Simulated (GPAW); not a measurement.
# ZrO (Cmmm) in GPAW: convergence with k mesh

Aim: find how far k mesh must go before the results for ZrO settle, at PBE. This setting moves, with any that are tied to it; all else stays.

Program: GPAW 26.7.0. These are calculated values, not measurements. Logs are shortened: lines on timing, memory, paths and dates and some standing lists are left out, and cuts for length are marked. The log counts tension as positive stress, the text compression.

### Step 1. The crystal as given

Symmetry: Cmmm, No. 65, orthorhombic system. The conventional cell has a = 3.653 Å, b = 5.838 Å, c = 2.620 Å, α = 90.00°, β = 90.00°, γ = 90.00°. Zr (site symmetry mmm) is surrounded by 2 O at 1.83 Å. O (site symmetry mmm) is surrounded by 2 Zr at 1.83 Å.

The cell was built by a generator and needn't be a form met in nature.

### Step 2. With k mesh 2 × 2 × 2

File run.py:

```python
from ase.dft.bandgap import bandgap
from ase.io import read, write
from ase.units import GPa
from gpaw import GPAW, PW

atoms = read('POSCAR')

calc = GPAW(mode=PW(800),
            xc='PBE',
            kpts={'size': (2, 2, 2), 'gamma': True},
            occupations={'name': 'fermi-dirac', 'width': 0.05},
            nbands=19,
            convergence={'density': 1e-05, 'energy': 1e-05},
            maxiter=100,
            txt='gpaw.txt')
atoms.calc = calc
energy = atoms.get_potential_energy()
forces = atoms.get_forces()
stress = atoms.get_stress()
calc.write('gs.gpw')
write('result.traj', atoms)
print(f'Energy: {energy:.6f} eV')
print('Forces (eV/A):')
print(forces.round(4))
print('Stress (GPa):', (stress / GPa).round(3))
print('Fermi level:', round(calc.get_fermi_level(), 4), 'eV')
print(f'Gap: {bandgap(calc)[0]:.4f} eV, direct: {bandgap(calc, direct=True)[0]:.4f} eV')
```

File POSCAR:

```
ZrO
1.0
    1.8266398600     -2.9188492700      0.0000000000
    1.8266398600      2.9188492700      0.0000000000
    0.0000000000      0.0000000000      2.6199383700
Zr O
1 1
Direct
    0.0000000000      0.0000000000      0.0000000000
    0.5000000000      0.5000000000      0.0000000000
```

Potentials or basis: GPAW PAW data sets (gpaw-data 1.2.1), pw.

Started as:

```sh
> OMP_NUM_THREADS=1 python run.py
```

It took 4.7 s on 1 thread of Arm Neoverse V2, shared host; peak memory 0.14 GiB.

Results:

```yaml
Free_energy: -14.8307 eV
Pressure: 63.0 GPa
Band_gap_on_the_k_mesh: none (metal or under the smearing width)
```

### Step 3. With k mesh 3 × 3 × 3

Changes to run.py since step 2:

```diff
@@ -9,3 +9,3 @@
             xc='PBE',
-            kpts={'size': (2, 2, 2), 'gamma': True},
+            kpts={'size': (3, 3, 3), 'gamma': True},
             occupations={'name': 'fermi-dirac', 'width': 0.05},
```

POSCAR is that of step 2.

Potentials or basis: GPAW PAW data sets (gpaw-data 1.2.1), pw.

Started as:

```sh
> OMP_NUM_THREADS=1 python run.py
```

Run time: 5.5 s. Hardware: 1 thread of Arm Neoverse V2, shared host; peak memory 0.14 GiB.

Results:

```
Free energy            : -14.2886 eV
Pressure               : 57.7 GPa
Band gap on the k mesh : none (metal or under the smearing width)
```

### Step 4. With k mesh 4 × 4 × 4

Changes to run.py since step 3:

```diff
@@ -9,3 +9,3 @@
             xc='PBE',
-            kpts={'size': (3, 3, 3), 'gamma': True},
+            kpts={'size': (4, 4, 4), 'gamma': True},
             occupations={'name': 'fermi-dirac', 'width': 0.05},
```

POSCAR is that of step 3.

Started as:

```sh
> OMP_NUM_THREADS=1 python run.py
```

It took 11 s on 1 thread of Arm Neoverse V2, shared host; peak memory 0.15 GiB.

What came out:

```yaml
Free_energy: -14.0376 eV
Pressure: 56.9 GPa
Band_gap_on_the_k_mesh: none (metal or under the smearing width)
```

### Step 5. With k mesh 5 × 5 × 5

Changes to run.py since step 4:

```diff
@@ -9,3 +9,3 @@
             xc='PBE',
-            kpts={'size': (4, 4, 4), 'gamma': True},
+            kpts={'size': (5, 5, 5), 'gamma': True},
             occupations={'name': 'fermi-dirac', 'width': 0.05},
```

POSCAR is that of step 4.

Started as:

```sh
> OMP_NUM_THREADS=1 python run.py
```

It took 14 s on 1 thread of Arm Neoverse V2, shared host; peak memory 0.15 GiB.

It converged, with:

| Quantity | Value |
| --- | --- |
| Free energy | -13.9374 eV |
| Pressure | 59.3 GPa |
| Band gap on the k mesh | none (metal or under the smearing width) |

### Step 6. With k mesh 6 × 6 × 6

Changes to run.py since step 5:

```diff
@@ -9,3 +9,3 @@
             xc='PBE',
-            kpts={'size': (5, 5, 5), 'gamma': True},
+            kpts={'size': (6, 6, 6), 'gamma': True},
             occupations={'name': 'fermi-dirac', 'width': 0.05},
```

POSCAR is that of step 5.

Potentials or basis: GPAW PAW data sets (gpaw-data 1.2.1), pw.

Started as:

```sh
> OMP_NUM_THREADS=1 python run.py
```

Run time: 23 s. Hardware: 1 thread of Arm Neoverse V2, shared host; peak memory 0.17 GiB.

It converged, with:

| Quantity | Value |
| --- | --- |
| Free energy | -13.9594 eV |
| Pressure | 63.6 GPa |
| Band gap on the k mesh | none (metal or under the smearing width) |

### Step 7. With k mesh 7 × 7 × 8

Changes to run.py since step 6:

```diff
@@ -9,3 +9,3 @@
             xc='PBE',
-            kpts={'size': (6, 6, 6), 'gamma': True},
+            kpts={'size': (7, 7, 8), 'gamma': True},
             occupations={'name': 'fermi-dirac', 'width': 0.05},
```

POSCAR is that of step 6.

Started as:

```sh
> OMP_NUM_THREADS=1 python run.py
```

Run time: 36 s. Hardware: 1 thread of Arm Neoverse V2, shared host; peak memory 0.19 GiB.

It converged, with:

- Free energy: -14.1004 eV
- Pressure: 60.9 GPa
- Band gap on the k mesh: none (metal or under the smearing width)

### Step 8. With k mesh 8 × 8 × 9

Changes to run.py since step 7:

```diff
@@ -9,3 +9,3 @@
             xc='PBE',
-            kpts={'size': (7, 7, 8), 'gamma': True},
+            kpts={'size': (8, 8, 9), 'gamma': True},
             occupations={'name': 'fermi-dirac', 'width': 0.05},
```

POSCAR is that of step 7.

Started as:

```sh
> OMP_NUM_THREADS=1 python run.py
```

Wall time 48 s (1 thread of Arm Neoverse V2, shared host); peak memory 0.21 GiB.

Results (log left out):

```
Free energy            : -14.0889 eV
Pressure               : 59.8 GPa
Band gap on the k mesh : none (metal or under the smearing width)
```

### Step 9. With k mesh 9 × 9 × 11

Changes to run.py since step 8:

```diff
@@ -9,3 +9,3 @@
             xc='PBE',
-            kpts={'size': (8, 8, 9), 'gamma': True},
+            kpts={'size': (9, 9, 11), 'gamma': True},
             occupations={'name': 'fermi-dirac', 'width': 0.05},
```

POSCAR is that of step 8.

Potentials or basis: GPAW PAW data sets (gpaw-data 1.2.1), pw.

Started as:

```sh
> OMP_NUM_THREADS=1 python run.py
```

Wall time 66 s (1 thread of Arm Neoverse V2, shared host); peak memory 0.24 GiB.

It converged, with:

```yaml
Free_energy: -14.0432 eV
Pressure: 60.3 GPa
Band_gap_on_the_k_mesh: none (metal or under the smearing width)
```

### Step 10. With k mesh 11 × 11 × 13

Changes to run.py since step 9:

```diff
@@ -9,3 +9,3 @@
             xc='PBE',
-            kpts={'size': (9, 9, 11), 'gamma': True},
+            kpts={'size': (11, 11, 13), 'gamma': True},
             occupations={'name': 'fermi-dirac', 'width': 0.05},
```

POSCAR is that of step 9.

Potentials or basis: GPAW PAW data sets (gpaw-data 1.2.1), pw.

Started as:

```sh
> OMP_NUM_THREADS=1 python run.py
```

gpaw.txt:

```text
__  _  _
 | _ |_)|_||  |
 |__||  | ||/\| - 26.7.0

Input parameters:
  mode=PW(ecut=800.0),
  convergence={'density': 1e-05, 'energy': 1e-05},
  kpts=MonkhorstPack(size=(11, 11, 13), gamma=True),
  maxiter=100,
  nbands=19,
  occupations=Occupations(name='fermi-dirac', width=0.05),
  xc=XC(name='PBE')

Diagonalizing LCAO Hamiltonian
Converting LCAO to pw mode

       Zr  O

Atoms  # Å, Bohr magnetons
|   | symbol |        x |        y |        z |    initial magnetic moments |
|---|--------|----------|----------|----------|-----------------------------|
| 0 |     Zr | 0.000000 | 0.000000 | 0.000000 | ( 0.0000,  0.0000,  0.0000) |
| 1 |      O | 1.826640 | 0.000000 | 0.000000 | ( 0.0000,  0.0000,  0.0000) |

Unit cell  # Å
| periodic |        x |         y |        z |  lengths |     angles |
|----------|----------|-----------|----------|----------|------------|
|      yes | 1.826640 | -2.918849 | 0.000000 | 3.443297 |  90.000000 |
|      yes | 1.826640 |  2.918849 | 0.000000 | 3.443297 |  90.000000 |
|      yes | 0.000000 |  0.000000 | 2.619938 | 2.619938 | 115.922658 |

Number of symmetries: 8
Symmetry operations  # r_c * U_cc + t_c -> r_c
|   | kind |            matrix            |
|---|------|------------------------------|
| 0 |  E   |  1, 0, 0,  0, 1, 0,  0, 0, 1 |
| 1 |  σ   |  1, 0, 0,  0, 1, 0,  0, 0,-1 |
| 2 |  σ   |  0, 1, 0,  1, 0, 0,  0, 0, 1 |
| 3 |  C2  |  0, 1, 0,  1, 0, 0,  0, 0,-1 |
| 4 |  σ   |  0,-1, 0, -1, 0, 0,  0, 0, 1 |
| 5 |  C2  |  0,-1, 0, -1, 0, 0,  0, 0,-1 |
| 6 |  C2  | -1, 0, 0,  0,-1, 0,  0, 0, 1 |
| 7 |  i   | -1, 0, 0,  0,-1, 0,  0, 0,-1 |

BZ-sampling:
  Number of BZ points: 1573
  Number of IBZ points: 252

  Monkhorst-Pack size: [11, 11, 13]
  Monkhorst-Pack shift: [0, 0, 0]

K-points  # in reciprocal-cell coordinates
|     |                                coordinates |     weight |
|-----|--------------------------------------------|------------|
|   0 | (  0.00000000,   0.00000000,   0.00000000) | 0.00063573 |
|   1 | (  0.00000000,   0.00000000,   0.07692308) | 0.00127146 |
|   2 | (  0.00000000,   0.00000000,   0.15384615) | 0.00127146 |
|   3 | (  0.00000000,   0.00000000,   0.23076923) | 0.00127146 |
|   4 | (  0.00000000,   0.00000000,   0.30769231) | 0.00127146 |
|   5 | (  0.00000000,   0.00000000,   0.38461538) | 0.00127146 |
|   6 | (  0.00000000,   0.00000000,   0.46153846) | 0.00127146 |
|   7 | (  0.09090909,  -0.09090909,   0.00000000) | 0.00127146 |
|   8 | (  0.09090909,  -0.09090909,   0.07692308) | 0.00254291 |
|   9 | (  0.09090909,  -0.09090909,   0.15384615) | 0.00254291 |
| ... |                                            |            |
| 251 | (  0.45454545,   0.45454545,   0.46153846) | 0.00254291 |

Plane wave coefficients: 1458
Cutoff: 800.0 eV

Spin-components: 1 (collinear spins)
Bands:           19
Projectors:      11
Spin-degeneracy: 2
Datatype:        complex128

Parallelization:
  kpt:    1
  domain: 1
  band:   1

Density:
  Valence electrons: 18.0
  Components: 1
  Grid points: [24 24 18]
  Charge: 0.0  # |e|

Potential:
  Grid points: [24 24 18]

species:
  Zr:
    name:    Zirconium
    Z:       40.0
    valence: 12
    core:    28
    charge:  0.0  # [|e|]
    compensation charges:
      type: gauss
      rc: 0.40  # [Å]
      lmax: 2
    cutoffs:
      filter: 2.39  # [Å]
      core: 1.59  # [Å]
    projectors
    | kind |    occ | energy [eV] | rcut [Å] |
    |------|--------|-------------|----------|
    |   4s |  2.000 |     -54.478 |    1.323 |
    |   5s |  2.000 |      -4.438 |    1.323 |
    |   4p |  6.000 |     -32.467 |    1.334 |
    |   5p |  0.000 |      -1.470 |    1.334 |
    |   4d |  2.000 |      -3.600 |    1.244 |
    |    d |        |      23.611 |    1.244 |

    Using partial waves for Zr as LCAO basis

  O:
    name:    Oxygen
    Z:       8.0
    valence: 6
    core:    2
    charge:  0.0  # [|e|]
    compensation charges:
      type: gauss
      rc: 0.21  # [Å]
      lmax: 2
    cutoffs:
      filter: 1.17  # [Å]
      core: 0.83  # [Å]
    projectors
    | kind |    occ | energy [eV] | rcut [Å] |
    |------|--------|-------------|----------|
    |   2s |  2.000 |     -23.961 |    0.688 |
    |   2p |  4.000 |      -9.029 |    0.598 |
    |    s |        |       3.251 |    0.688 |
    |    p |        |      18.182 |    0.598 |
    |    d |        |       0.000 |    0.619 |

    Using partial waves for O as LCAO basis

Reference energy: -99934.423536  # eV

eigensolver:
  PPCG
  Converge bands: occupied
  niter=2

density mixing:
  MSR1-Mixer
  Pratt-step length: 0.05
  Maximum mixing coefficient: 0.75
  Old densities: 10
  SVD Regularization: 0.005
  Good broyden scale: 1.0
  Trust region scale: 1.0
  Backstep threshold: 4.0
  History deletion threshold: 6.0
  Fourier metric: weight=20.0, sigma=0.015

occupation numbers:
  Fermi-Dirac:
    width: 0.0500  # eV

poisson solver:
  ecut: 6400.0  # eV

xc functional:
  name: PBE with 2 nearest neighbor stencil

convergence criteria:
- Maximum integral of absolute [dens]ity change: 1e-05 electrons / valence electron
- Maximum [total energy] change in last 3 cyles: 1e-05 eV / valence electron
- Maximum integral of absolute [eigenst]ate change: 4e-08 eV^2 / valence electron
maximum number of iterations: 100

SCF iterations
|iter     | |      energy | eigst |  dens |
|---------|-|-------------|-------|-------|
|iter:   1| |  -16.145867 | +0.34 |       |
|iter:   2| |  -15.557550 | -1.49 | -0.92 |
|iter:   3| |  -14.099759 | -0.58 | -0.98 |
|iter:   4| |  -14.068487 | -2.22 | -1.52 |
|iter:   5| |  -14.063365 | -2.74 | -1.78 |
|iter:   6| |  -14.063629 | -4.04 | -2.38 |
|iter:   7| |  -14.063662 | -4.87 | -2.98 |
|iter:   8| |  -14.063655c| -6.33 | -3.74 |
|iter:   9| |  -14.063655c| -7.79c| -4.36 |
|iter:  10| |  -14.063655c| -8.28c| -5.01c|

Converged in 10 steps
Energy contributions relative to reference atoms: (reference = -99934.423536)

Energy contributions:
  Kinetic:          48.983605
  Coulomb:         -42.725060
  Zero:              0.372042
  External:          0.000000
  Xc:              -20.689286
  Entropy:          -0.009912
  Spinorbit:         0.000000
  ----------------------------
  Free energy:     -14.068611
  Extrapolated:    -14.063655

dipole moment: (-13.280053, 0.000000, -16.864674)  # |e|*Ang

Fermi level: 9.947
Eigenvalues  # (at kpt = [0.000, 0.000, 0.000])
| band index |      eig [eV] | occ [0-2] |
|------------|---------------|-----------|
|          0 |       -38.828 |     2.000 |
|        ... |               |           |
|          3 |       -15.461 |     2.000 |
|          4 |       -10.413 |     2.000 |
|          5 |         5.041 |     2.000 |
|          6 |         6.374 |     2.000 |
|          7 |         7.210 |     2.000 |
|          8 |         7.892 |     2.000 |
[... 8 lines left out ...]
|         17 |        26.964 |     0.000 |
|         18 |        28.338 |     0.000 |

No gap
No difference between direct/indirect transitions

Forces  # eV/Ang
|        x |       y |       z |
|----------|---------|---------|
|  0.00000 | 0.00000 | 0.00000 |  # Zr   0
| -0.00000 | 0.00000 | 0.00000 |  # O    1

Stress tensor  # eV/Ang^3
|         x |         y |         z |
|-----------|-----------|-----------|
| -0.869508 | -0.000000 |  0.000000 |
| -0.000000 |  0.013504 |  0.000000 |
|  0.000000 |  0.000000 | -0.295203 |

# Writing to gs.gpw (mode='')
```

It took 1.9 min on 1 thread of Arm Neoverse V2, shared host; peak memory 0.32 GiB.

What came out:

| Property | Result |
| --- | --- |
| Free energy | -14.0686 eV |
| Pressure | 61.5 GPa |
| Band gap on the k mesh | none (metal or under the smearing width) |

### Step 11. Summary

```tsv
k mesh	energy less the tightest run, at zero smearing (meV/atom)	pressure (GPa)	SCF cycles	CPU time (s)	peak memory (GiB)
2 × 2 × 2	-377.43	62.98	11	4.7	0.14
3 × 3 × 3	-105.38	57.69	11	5.5	0.14
4 × 4 × 4	17.14	56.88	10	11	0.15
5 × 5 × 5	66.20	59.34	10	14	0.15
6 × 6 × 6	57.25	63.62	10	23	0.17
7 × 7 × 8	-16.38	60.87	10	36	0.19
8 × 8 × 9	-10.12	59.78	10	48	0.21
9 × 9 × 11	13.76	60.33	10	66	0.24
11 × 11 × 13	0.00	61.48	10	110	0.32
```

Not settled before the last step: the energy (to 1 meV/atom), the pressure (to 0.1 GPa). Meshes of other sizes hit other points, so gaps and Fermi surfaces needn't settle smoothly. The tightest run that finished is the yardstick and may itself not be fully converged.

Caveats: a pressure of tens of GPa on the cell as given is suspect, and the run, the potentials or the cell itself is likely at fault.
